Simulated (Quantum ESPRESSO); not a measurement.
The system is KTaO3.

```
Ta K O
1.0
     3.98830    0.00000    0.00000
     0.00000    3.98830    0.00000
     0.00000    0.00000    3.98830
Ta K O
1 1 3
Direct
  0.00000 0.00000 0.00000
  0.50000 0.50000 0.50000
  0.00000 0.00000 0.50000
  0.00000 0.50000 0.00000
  0.50000 0.00000 0.00000
```

| Quantity | Value |
| --- | --- |
| Program | Quantum ESPRESSO 7.5 |
| Task | phonons |
| Functional | PBE |
| Potentials or basis | GBRV 1.5 PBE |
| Cutoff | 762 eV |
| Density cutoff | 6095 eV |
| k mesh | 4 × 4 × 4, shifted |
| Occupations | fermi-dirac, width 0.05 eV |
| Spin | no spin polarisation |
| Mixing beta | 0.5 |
| Most SCF iterations | 120 |
| SCF threshold | 1e-09 Ry |

The first run showed a gap, so the response started from a second, tighter run with fixed occupations.

**Question.** Which optical modes does the crystal have at the zone centre, and which show in infrared and Raman spectra?

**Answer.** The optical modes are 3T1u + T2u. Infrared active: 3T1u. None is Raman active.

Optical modes at Γ, degenerate ones joined, polar ones without the macroscopic field:
```csv
cm⁻¹,components,symmetry,active in,"IR intensity, summed ((D/Å)²/amu)"
145,3,T1u,IR,95.73
195,3,T1u,IR,51.59
273,3,T2u,silent,0.00
549,3,T1u,IR,74.51
```

Caveat: the cell is more than 3 GPa from zero pressure, which shifts response properties.
